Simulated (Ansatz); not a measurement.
# Sn (Immm) in Ansatz: a series of runs

Aim: see how the results for Sn move with the level of theory and the settings. Levels: LDA, PBE. Tasks: phonons, elastic constants.

Program: Ansatz 0.2.0. These are calculated values, not measurements. Logs are shortened: lines on timing, memory, paths and dates and some standing lists are left out, and cuts for length are marked.

## (1) Starting point

The structure is orthorhombic, space group Immm (No. 71). The conventional cell has a = 3.453 Å, b = 3.551 Å, c = 4.677 Å, α = 90.00°, β = 90.00°, γ = 90.00°. Sn (site symmetry mmm) is surrounded by 12 Sn at 3.41 to 3.55 Å.

This isn't the form of Sn at room conditions, which is tetragonal (white tin).

## (2) Phonons, LDA

File input.yaml:

```yaml
crystal:
  lattice:
    - [-1.726539, 1.775547, 2.338342]
    - [1.726539, -1.775547, 2.338342]
    - [1.726539, 1.775547, -2.338342]
  atoms:
    - { symbol: Sn, position: [0.0, 0.0, 0.0] }
hamiltonian:
  xc: lda
  pseudopotentials: { kind: paw }
kpoints:
  mp_grid: { grid: [8, 8, 8] }
scf:
  occupations: { method: fermi_dirac, width: 0.05 }
phonons:
  method: dfpt
```

Potentials or basis: Ansatz PAW.

Command:

```bash
$ ansatz run input.yaml --threads 2 --pin off --max-ram 5632MiB --backend cpu --events-out ev --progress --plain --runs-dir out
```

The log of the run:

```text
Warning: RAYON_NUM_THREADS=2 ignored (pool sized by the plan → 2); use --threads N
zone centre: on kpoints.mp_grid the ground state, and the responses unless they are solved on pairs of k-points, stand on 95 of the mesh's 512 k-points, reduced under 8 symmetry operations, with k and −k counted as one. Each operation leaves every solved displacement unchanged or reverses it
Engine: ansatz 0.2.0, aarch64-unknown-linux-gnu
Pseudopotentials: kind: paw
Pseudopotential: Sn, paw, valence charge 14, recommended cutoff 420 eV (normal), Sn.paw.azcp
Functional definition: SPW92
  exchange = slater_x
  correlation = pw_c
Crystal: 1 atoms, lattice volume = 28.673 Å³
Basis set: ecut = 420 eV, 547 PW (Γ), exchange–correlation on 48×48×48 points (8 copies of the dense FFT grid, shifted against one another)
Bands: 11, of which v1, the nominal top of the filled ones, is band 7 counted from 1 (6 counted from 0)
Symmetry: 8 space group operations
k-points: 95 of 512
Non-local potential: Sn, projectors of the file, l = 0: 2, l = 1: 2, l = 2: 2, l = 3: 2
PAW form: soft (Blöchl's): semilocal exchange-correlation on the pseudo side does not see the compensation charge
PAW frozen core: Sn, regenerated for the run's functional, and the local potential with it (the file was generated under x = pbe(κ = 0.804, μ = 0.2195149727645171), c = pbe(β = 0.06672455060314922))
PAW one-centre angular grid: Sn, 590 points (default); XC on 64 Gauss nodes
Initial density: superposition of atomic densities (neutral atoms: chi_scale 0, normalization atom), corrected by the library's trained network
Initial wavefunctions: pseudopotential atomic-orbital guess
Functional: x = slater, c = lda
SCF iter   1: F=—  HF=-5879.460528 eV  |F-HF|=—  |Δ(HF+E_count)|=         —  Δρ=6.68e-3  dr2=5.98e-3  ethr=1.77e-3  ⟨swp⟩=5.5  Hψ=6314  notcnv=0
preconditioner: auto → none  [metal: Δε(μ)=0.048 eV  Ē_g=22.738 eV  σ=0.050 eV  W_gap=0.23  n_scr=8 (ndim 8)  ℏωp=25.9 eV  f_vac=0.000  D(μ)=0.57/eV (n_scr^D=0)  sad-step TF]
SCF iter   2: F=—  HF=-5879.457812 eV  |F-HF|=—  |Δ(HF+E_count)|=   2.72e-3  Δρ=3.31e-3  dr2=1.65e-3  ethr=4.27e-5  ⟨swp⟩=2.2  Hψ=2245  notcnv=0  defer=3
SCF iter   3: F=—  HF=-5879.457237 eV  |F-HF|=—  |Δ(HF+E_count)|=   5.75e-4  Δρ=2.85e-4  dr2=1.87e-5  ethr=1.18e-5  ⟨swp⟩=2.0  Hψ=1596  notcnv=0  defer=3
SCF iter   4: F=—  HF=-5879.457233 eV  |F-HF|=—  |Δ(HF+E_count)|=   3.89e-6  Δρ=3.43e-5  dr2=4.30e-7  ethr=1.33e-7  ⟨swp⟩=2.0  Hψ=1210  notcnv=0  defer=3
SCF iter   5: F=—  HF=-5879.457231 eV  |F-HF|=—  |Δ(HF+E_count)|=   2.11e-6  Δρ=2.99e-5  dr2=2.93e-7  ethr=3.07e-9  ⟨swp⟩=2.0  Hψ=1695  notcnv=0  defer=3
SCF iter   6: F=—  HF=-5879.457231 eV  |F-HF|=—  |Δ(HF+E_count)|=   1.59e-7  Δρ=1.33e-5  dr2=5.75e-8  ethr=2.09e-9  ⟨swp⟩=2.2  Hψ=1711  notcnv=0  defer=3
SCF iter   7: F=—  HF=-5879.457231 eV  |F-HF|=—  |Δ(HF+E_count)|=   3.82e-8  Δρ=2.86e-6  dr2=2.72e-9  ethr=4.11e-10  ⟨swp⟩=2.0  Hψ=1686  notcnv=0  defer=3
SCF iter   8: F=—  HF=-5879.457231 eV  |F-HF|=—  |Δ(HF+E_count)|=   1.88e-9  Δρ=3.22e-7  dr2=3.50e-11  ethr=1.94e-11  ⟨swp⟩=2.0  Hψ=1691  notcnv=0  defer=3
SCF iter   9: F=-5879.457231 eV  HF=-5879.457231 eV  |F-HF|=3.64e-12  |Δ(HF+E_count)|=  2.91e-11  Δρ=1.90e-8  dr2=1.29e-13  ethr=1.00e-12  ⟨swp⟩=6.0  Hψ=4032  notcnv=0
SCF 1 converged in 9 iterations: F = -5879.457231 eV  dr2 = 1.29e-13
DFPT response loops at Γ: preconditioner auto → Kerker (q_TF=auto, 2.421 Å⁻¹) (partly filled bands, converged f_vac=0.000); β = 1.00, the filter's whole step (`scf.mixing.beta` (0.50) is not read by the response loops under this deck's `scf.mixing.preconditioner`; to damp them name `kerker` or `kerker_dos`, under which they read `scf.mixing.beta`, and type it under 1.00, their step now; both keys bind the ground state too); Broyden in place of MSR1
SCF converged after 9 iterations
Free energy (F): -5879.457231 eV
Harris-Foulkes:  -5879.457231 eV  (|F-HF|=3.64e-12)
Internal energy: -5879.452689 eV  (E = F + TS)
E sigma→0 (E₀):  -5879.454960 eV
Entropy (-TS):   -0.004542 eV (-4.542 meV/atom)
Fermi energy:    9.852604 eV
--- Per-component energies (eV) ---
  E_band       = -94.654137
  E_kinetic    = 186.404174
  E_local      = -866.468990  (includes V_loc(G=0)·N_el)
  E_nonlocal   = -28.498158
  E_hartree    = 532.107751
  E_xc         = -379.151490
  E_vxc        = -98.592275  (∫ρ·V_xc dr)
  E_paw        = -3992.752140  (= ΣΔE_a)
  E_vpaw       = -351.714373  (= ΣTr[D̂ρ^β])
  E_aug_tail   = -0.000000  (compensation charges beyond the density's cutoff)
  E_ewald      = -1331.518734
  E_core_change = 0.424898  (= ΣΔE_core)
  E_smearing   = -0.004542  (= −TS)
  E_closure    = 0.000000  (closes the sum)
  Σ components = -5879.457231   (vs F -5879.457231, Δ=0.00e0)
--- Band table (eV; the first three rows and the last of 95) ---
  k-point 0: bands = ["-11.6461", "-11.6347", "-11.6112", "-11.5808", "-11.5474", "-0.9994", "16.7047", "16.8498", "17.2396", "20.5364", "20.9881"]
  k-point 1: bands = ["-11.6508", "-11.6156", "-11.5950", "-11.5858", "-11.5447", "-0.6062", "15.3830", "15.4512", "15.7850", "18.6453", "20.6011"]
  k-point 2: bands = ["-11.6741", "-11.6100", "-11.5568", "-11.5537", "-11.5298", "0.5714", "12.4306", "13.5507", "13.8511", "17.0711", "17.3984"]
  k-point 94: bands = ["-11.6956", "-11.6532", "-11.5040", "-11.4780", "-11.4760", "5.2142", "6.7457", "10.9859", "11.6139", "14.5096", "15.3680"]
--- Phonons (Γ-DFPT): 3 representative perturbations + reference, on 95 of 512 k-points (Σ response iterations 6) ---
  k mesh reduced under 8 symmetry operations, with k and −k counted as one. Each operation leaves every solved displacement unchanged or reverses it
  ASR residual: 6.015e-5 → 0.000e0 eV/Å²; symmetrization residual: 1.533e-19 eV/Å²
  ASR residual per site (eV/Å²): 6.02e-5
  Γ frequencies (cm⁻¹): 0.00 0.00 0.00
  non-analytic LO–TO correction: not included (Born effective charges unavailable; polar crystals: no LO–TO splitting at Γ)
```

Run time: 5 s. Hardware: 2 threads of Arm Neoverse V1, shared host; peak memory 0.37 GiB.

Results:

```yaml
Free_energy: -5879.4572 eV
Band_gap_on_the_k_mesh: none (metal or under the smearing width)
```

Levels at points of the mesh, in eV from the Fermi level:
| k point | band 3 | band 4 | band 5 | band 6 | band 7 | band 8 | band 9 | band 10 | band 11 |
| --- | --- | --- | --- | --- | --- | --- | --- | --- | --- |
| (0.00, 0.00, 0.00) | -21.46 | -21.43 | -21.40 | -10.85 | 6.85 | 7.00 | 7.39 | 10.68 | 11.14 |
| (0.00, 0.00, -0.50) | -21.36 | -21.35 | -21.32 | -5.39 | -3.60 | 1.97 | 2.35 | 5.54 | 5.98 |
| (0.00, -0.50, 0.00) | -21.46 | -21.35 | -21.34 | -6.73 | -4.35 | 4.68 | 5.54 | 9.18 | 9.68 |
| (0.00, -0.50, -0.50) | -21.47 | -21.36 | -21.34 | -6.98 | -4.41 | 5.10 | 5.84 | 9.67 | 10.15 |
| (-0.50, -0.50, -0.50) | -21.36 | -21.33 | -21.33 | -4.64 | -3.11 | 1.13 | 1.76 | 4.66 | 5.52 |

Caveat: the PAW data sets come from PBE, with cores solved anew for the run's functional, which leaves a small shift of forces and pressure.

## (3) Elastic constants, LDA

input.yaml, as its differences from that of step 2:

```diff
@@ -14,3 +14,7 @@
   occupations: { method: fermi_dirac, width: 0.05 }
-phonons:
-  method: dfpt
+output:
+  forces: true
+  stress: true
+elastic:
+  mode: clamped_ion
+  stencil: two_point
```

Potentials or basis: Ansatz PAW.

Command:

```bash
$ ansatz run input.yaml --threads 2 --pin off --max-ram 5632MiB --backend cpu --events-out ev --progress --plain --runs-dir out
```

The log of the run:

```text
Warning: RAYON_NUM_THREADS=2 ignored (pool sized by the plan → 2); use --threads N
[... 6 set-up lines as earlier in the session ...]
Crystal: 1 atoms, lattice volume = 28.673 Å³
Basis set: ecut = 420 eV, 547 PW (Γ)
Bands: 11, of which v1, the nominal top of the filled ones, is band 7 counted from 1 (6 counted from 0)
[... 1 set-up line as earlier in the session ...]
Space group: Immm (ITA 71), of the structure as read, at distance tolerance 3.1e-5 Å
k-points: 95 of 512
[... 7 set-up lines as earlier in the session ...]
SCF iter   1: F=—  HF=-5879.460528 eV  |F-HF|=—  |Δ(HF+E_count)|=         —  Δρ=6.68e-3  dr2=5.98e-3  ethr=1.77e-3  ⟨swp⟩=5.5  Hψ=6314  notcnv=0
preconditioner: auto → none  [metal: Δε(μ)=0.048 eV  Ē_g=22.738 eV  σ=0.050 eV  W_gap=0.23  n_scr=8 (ndim 8)  ℏωp=25.9 eV  f_vac=0.000  D(μ)=0.57/eV (n_scr^D=0)  sad-step TF]
SCF iter   2: F=—  HF=-5879.457811 eV  |F-HF|=—  |Δ(HF+E_count)|=   2.72e-3  Δρ=3.31e-3  dr2=1.65e-3  ethr=4.27e-5  ⟨swp⟩=2.2  Hψ=2245  notcnv=0  defer=3
SCF iter   3: F=—  HF=-5879.457237 eV  |F-HF|=—  |Δ(HF+E_count)|=   5.74e-4  Δρ=2.85e-4  dr2=1.87e-5  ethr=1.18e-5  ⟨swp⟩=2.0  Hψ=1596  notcnv=0  defer=3
SCF iter   4: F=—  HF=-5879.457233 eV  |F-HF|=—  |Δ(HF+E_count)|=   3.91e-6  Δρ=3.43e-5  dr2=4.30e-7  ethr=1.33e-7  ⟨swp⟩=2.0  Hψ=1210  notcnv=0  defer=3
SCF iter   5: F=—  HF=-5879.457231 eV  |F-HF|=—  |Δ(HF+E_count)|=   1.91e-6  Δρ=2.99e-5  dr2=2.93e-7  ethr=3.07e-9  ⟨swp⟩=2.0  Hψ=1695  notcnv=0  defer=3
SCF iter   6: F=—  HF=-5879.457231 eV  |F-HF|=—  |Δ(HF+E_count)|=   1.59e-7  Δρ=1.33e-5  dr2=5.75e-8  ethr=2.09e-9  ⟨swp⟩=2.2  Hψ=1711  notcnv=0  defer=3
SCF iter   7: F=—  HF=-5879.457231 eV  |F-HF|=—  |Δ(HF+E_count)|=   3.82e-8  Δρ=2.86e-6  dr2=2.72e-9  ethr=4.10e-10  ⟨swp⟩=2.0  Hψ=1686  notcnv=0  defer=3
[... 142 lines left out ...]
  k-point 2: bands = ["-11.6741", "-11.6100", "-11.5568", "-11.5537", "-11.5298", "0.5714", "12.4306", "13.5507", "13.8511", "17.0711", "17.3984"]
  k-point 94: bands = ["-11.6956", "-11.6532", "-11.5040", "-11.4780", "-11.4760", "5.2142", "6.7457", "10.9859", "11.6139", "14.5096", "15.3680"]
--- Elastic constants: 6 strain directions × 2 members + reference (group order 8) ---
  dense FFT box of the reference and of every strained cell: 24×24×24
  strains applied: 11, 22, 33, 23, 13, 12; error gains: componentwise 1.00 (the most a stress slope's error grows in a printed constant), spectral 1.00 (1 for all six strains in a standard setting)
  C = ∂σ_k/∂η_j (tension-positive GPa; Voigt order 11 22 33 23 13 12):
        20.898     46.642     34.302     -0.000      0.000      0.000
        47.076     36.100     31.387     -0.000     -0.000      0.000
        33.709     30.270     34.375     -0.000     -0.000      0.000
         0.000      0.000      0.000      5.072     -0.000     -0.000
         0.000     -0.000     -0.000      0.000     -1.562      0.000
         0.000      0.000      0.000     -0.000     -0.000     21.264
  reference stress σ⁰ (GPa):      4.894      4.385      5.492     -0.000      0.000      0.000
  C* (energy form; C + prestress term) asymmetry max|C*_kj − C*_jk| = 7.465e-2 GPa — a small one proves nothing (zero by symmetry where the batch's group is 432, −43m or m−3m); a large one is finite-difference/SCF noise where every solve meets its electron count
  moduli (Voigt/Reuss/Hill, GPa): K = 34.97/33.85/34.41   G = 3.60/-29.52/-12.96   E = -44.47   ν = 0.715
  mechanically stable: NO (min eigenvalue of sym C = -20.04 GPa)
  strain η (Voigt 11):  stress-route row diagonal C_11 = 20.90 GPa, energy-path curvature d²(F+E_count+ΔE)/dδ²/Ω₀ = 20.85 GPa
         δ    σ_11 (GPa)             F (eV)   n_scf  n_hpsi   n_pw
    -2.000e-3       4.8568       -5879.4589767       6   20275    569
     2.000e-3       4.9404       -5879.4554699       5   17357    572
  strain η (Voigt 22):  stress-route row diagonal C_22 = 36.10 GPa, energy-path curvature d²(F+E_count+ΔE)/dδ²/Ω₀ = 36.22 GPa
         δ    σ_22 (GPa)             F (eV)   n_scf  n_hpsi   n_pw
    -2.000e-3       4.3178       -5879.4587895       6   20034    572
     2.000e-3       4.4622       -5879.4556472       5   17334    572
  strain η (Voigt 33):  stress-route row diagonal C_33 = 34.37 GPa, energy-path curvature d²(F+E_count+ΔE)/dδ²/Ω₀ = 34.37 GPa
         δ    σ_33 (GPa)             F (eV)   n_scf  n_hpsi   n_pw
    -2.000e-3       5.4217       -5879.4591838       6   19659    568
     2.000e-3       5.5592       -5879.4552520       4   15886    572
  strain η (Voigt 23):  stress-route row diagonal C_44 = 5.07 GPa, energy-path curvature d²(F+E_count+ΔE)/dδ²/Ω₀ = 2.46 GPa
         δ    σ_23 (GPa)             F (eV)   n_scf  n_hpsi   n_pw
    -2.000e-3      -0.0101       -5879.4572301       6   33340    572
     2.000e-3       0.0101       -5879.4572301       4   25040    572
  strain η (Voigt 13):  stress-route row diagonal C_55 = -1.56 GPa, energy-path curvature d²(F+E_count+ΔE)/dδ²/Ω₀ = -4.15 GPa
         δ    σ_13 (GPa)             F (eV)   n_scf  n_hpsi   n_pw
    -2.000e-3       0.0031       -5879.4572330       5   28543    572
     2.000e-3      -0.0031       -5879.4572330       5   30289    572
  strain η (Voigt 12):  stress-route row diagonal C_66 = 21.26 GPa, energy-path curvature d²(F+E_count+ΔE)/dδ²/Ω₀ = 18.96 GPa
         δ    σ_12 (GPa)             F (eV)   n_scf  n_hpsi   n_pw
    -2.000e-3      -0.0425       -5879.4572248       5   27999    572
     2.000e-3       0.0425       -5879.4572248       4   25478    572
```

Run time: 15 s. Hardware: 2 threads of Arm Neoverse V1, shared host; peak memory 0.34 GiB.

Results:

```
Free energy            : -5879.4572 eV
Pressure               : -4.9 GPa
Band gap on the k mesh : none (metal or under the smearing width)
Voigt bulk modulus     : 35 GPa
```

Elastic tensor in Voigt notation (GPa, in the Cartesian axes of the cell as first typed):
```
21 47 34  0  0  0
47 36 31  0  0  0
34 30 34  0  0  0
 0  0  0  5  0  0
 0  0  0  0 -2  0
 0  0  0  0  0 21
```

Caveat: the cell is more than 3 GPa from zero pressure, which shifts response properties; the elastic tensor has a negative eigenvalue, so either the cell is unstable as it stands or the mesh is too thin; the PAW data sets come from PBE, with cores solved anew for the run's functional, which leaves a small shift of forces and pressure.

## (4) Phonons, PBE

input.yaml, as its differences from that of step 3:

```diff
@@ -8,3 +8,3 @@
 hamiltonian:
-  xc: lda
+  xc: pbe
   pseudopotentials: { kind: paw }
@@ -14,7 +14,3 @@
   occupations: { method: fermi_dirac, width: 0.05 }
-output:
-  forces: true
-  stress: true
-elastic:
-  mode: clamped_ion
-  stencil: two_point
+phonons:
+  method: dfpt
```

Potentials or basis: Ansatz PAW.

Command:

```bash
$ ansatz run input.yaml --threads 2 --pin off --max-ram 5632MiB --backend cpu --events-out ev --progress --plain --runs-dir out
```

The log of the run:

```text
Warning: RAYON_NUM_THREADS=2 ignored (pool sized by the plan → 2); use --threads N
zone centre: on kpoints.mp_grid the ground state, and the responses unless they are solved on pairs of k-points, stand on 95 of the mesh's 512 k-points, reduced under 8 symmetry operations, with k and −k counted as one. Each operation leaves every solved displacement unchanged or reverses it
[... 3 set-up lines as earlier in the session ...]
Functional definition: PBE
  parameter kappa = 0.804
  parameter beta = 0.06672455060314922
  exchange = pbe_x(kappa = kappa, mu = beta*pi^2/3)
  correlation = pbe_c(beta = beta)
Crystal: 1 atoms, lattice volume = 28.673 Å³
Basis set: ecut = 420 eV, 547 PW (Γ), exchange–correlation on 48×48×48 points (8 copies of the dense FFT grid, shifted against one another)
Bands: 11, of which v1, the nominal top of the filled ones, is band 7 counted from 1 (6 counted from 0)
[... 1 set-up line as earlier in the session ...]
k-points: 95 of 512
[... 5 set-up lines as earlier in the session ...]
Functional: x = pbe(κ = 0.804, μ = 0.2195149727645171), c = pbe(β = 0.06672455060314922)
SCF iter   1: F=—  HF=-6024.164848 eV  |F-HF|=—  |Δ(HF+E_count)|=         —  Δρ=8.43e-4  dr2=2.08e-4  ethr=1.77e-3  ⟨swp⟩=5.7  Hψ=6324  notcnv=0
preconditioner: auto → none  [metal: Δε(μ)=0.025 eV  Ē_g=22.865 eV  σ=0.050 eV  W_gap=0.12  n_scr=8 (ndim 8)  ℏωp=25.9 eV  f_vac=0.000  D(μ)=0.60/eV (n_scr^D=0)  sad-step TF]
[... 9 lines left out ...]
SCF converged after 7 iterations
Free energy (F): -6024.164273 eV
Harris-Foulkes:  -6024.164273 eV  (|F-HF|=1.09e-11)
Internal energy: -6024.159649 eV  (E = F + TS)
E sigma→0 (E₀):  -6024.161961 eV
Entropy (-TS):   -0.004625 eV (-4.625 meV/atom)
Fermi energy:    10.201888 eV
--- Per-component energies (eV) ---
  E_band       = -90.943936
  E_kinetic    = 185.265916
  E_local      = -860.783437  (includes V_loc(G=0)·N_el)
  E_nonlocal   = -32.811741
  E_hartree    = 532.791062
  E_xc         = -382.693887
  E_vxc        = -95.997245  (∫ρ·V_xc dr)
  E_paw        = -4134.408827  (= ΣΔE_a)
  E_vpaw       = -352.199437  (= ΣTr[D̂ρ^β])
  E_aug_tail   = -0.000000  (compensation charges beyond the density's cutoff)
  E_ewald      = -1331.518734
  E_smearing   = -0.004625  (= −TS)
  E_closure    = 0.000000  (closes the sum)
  Σ components = -6024.164273   (vs F -6024.164273, Δ=0.00e0)
--- Band table (eV; the first three rows and the last of 95) ---
  k-point 0: bands = ["-11.4262", "-11.4149", "-11.3912", "-11.3618", "-11.3301", "-0.6213", "17.1753", "17.3153", "17.7216", "20.7493", "21.2407"]
  k-point 1: bands = ["-11.4309", "-11.3962", "-11.3753", "-11.3668", "-11.3274", "-0.2265", "15.8342", "15.8691", "16.2269", "18.8673", "20.8518"]
  k-point 2: bands = ["-11.4538", "-11.3908", "-11.3384", "-11.3346", "-11.3126", "0.9567", "12.8722", "13.9449", "14.2475", "17.2870", "17.6415"]
  k-point 94: bands = ["-11.4744", "-11.4341", "-11.2864", "-11.2608", "-11.2589", "5.6958", "7.0689", "11.3609", "11.9953", "14.7604", "15.5864"]
--- Phonons (Γ-DFPT): 3 representative perturbations + reference, on 95 of 512 k-points (Σ response iterations 8) ---
  k mesh reduced under 8 symmetry operations, with k and −k counted as one. Each operation leaves every solved displacement unchanged or reverses it
  ASR residual: 4.026e-5 → 0.000e0 eV/Å²; symmetrization residual: 2.595e-19 eV/Å²
  ASR residual per site (eV/Å²): 4.03e-5
  Γ frequencies (cm⁻¹): 0.00 0.00 0.00
  non-analytic LO–TO correction: not included (Born effective charges unavailable; polar crystals: no LO–TO splitting at Γ)
```

second_order_force_constants.tsv:

```text
# format = ansatz-second-order-force-constants/2
# a1_ang = -1.726539e0 1.775547e0 2.338342e0
# a2_ang = 1.726539e0 -1.775547e0 2.338342e0
# a3_ang = 1.726539e0 1.775547e0 -2.338342e0
# n_basis = 1
# site_fields = element frac_a1 frac_a2 frac_a3 mass_amu
# site 0 = Sn 0e0 0e0 0e0 1.1871e2
# supercell = 1 1 1
# site_rule = site = cell*n_basis + kappa, cell = (t1*n2 + t2)*n3 + t3, with n1 n2 n3 from the supercell key
# method = dfpt
# k_mesh = 8 8 8
# k_mesh_shift = 0 0 0
# occupation_method = fermi_dirac
# smearing_width_ev = 5e-2
# n_rotations = 8
# rotation 0 = -1 0 0 -1 0 1 -1 1 0
# rotation 1 = -1 0 0 0 -1 0 0 0 -1
# rotation 2 = 0 -1 1 -1 0 1 0 0 1
# rotation 3 = 0 -1 1 0 -1 0 1 -1 0
# rotation 4 = 0 1 -1 0 1 0 -1 1 0
# rotation 5 = 0 1 -1 1 0 -1 0 0 -1
# rotation 6 = 1 0 0 0 1 0 0 0 1
# rotation 7 = 1 0 0 1 0 -1 1 -1 0
# asr_row_sum_pre_ev_ang2 0 = -3.0777970590069315e-5 -1.5046327690716864e-36 1.5046327689211563e-36 -1.5046327690716864e-36 4.025813376251631e-5 1.0344875348278472e-21 1.5046327689211563e-36 1.0344875348278472e-21 -2.1622463057036082e-5
# asr_residual_pre_ev_ang2 = 4.025813376251631e-5
# asr_residual_post_ev_ang2 = 0e0
# symmetrization_residual_ev_ang2 = 2.5951943848977246e-19
# units = eV/Å^2
# kappa	j	t1	t2	t3	kappa_j	phi_xx	phi_xy	phi_xz	phi_yx	phi_yy	phi_yz	phi_zx	phi_zy	phi_zz
0	0	0	0	0	0	0e0	0e0	0e0	0e0	0e0	0e0	0e0	0e0	0e0
```

It took 5.1 s on 2 threads of Arm Neoverse V1, shared host; peak memory 0.38 GiB.

Results:

| Property | Result |
| --- | --- |
| Free energy | -6024.1643 eV |
| Band gap on the k mesh | none (metal or under the smearing width) |

## (5) The runs side by side

```csv
task,level,atoms under strain,gap on the mesh (eV)
phonons,LDA,-,none
elastic constants,LDA,clamped,none
phonons,PBE,-,none
```

Alike in all rows: potentials or basis Ansatz PAW; no spin polarisation; cell as given; k mesh 8 × 8 × 8; cutoff (eV) 420; smearing fermi-dirac 0.05 eV.

Every run on the cell as given and a fine mesh finds a metal.

Caveats: the PAW data sets come from PBE, with cores solved anew for the run's functional, which leaves a small shift of forces and pressure (some runs); the cell is more than 3 GPa from zero pressure, which shifts response properties (some runs); the elastic tensor has a negative eigenvalue, so either the cell is unstable as it stands or the mesh is too thin (some runs).

Total energies depend on the potentials used, so only differences within one code and one set of settings carry meaning.
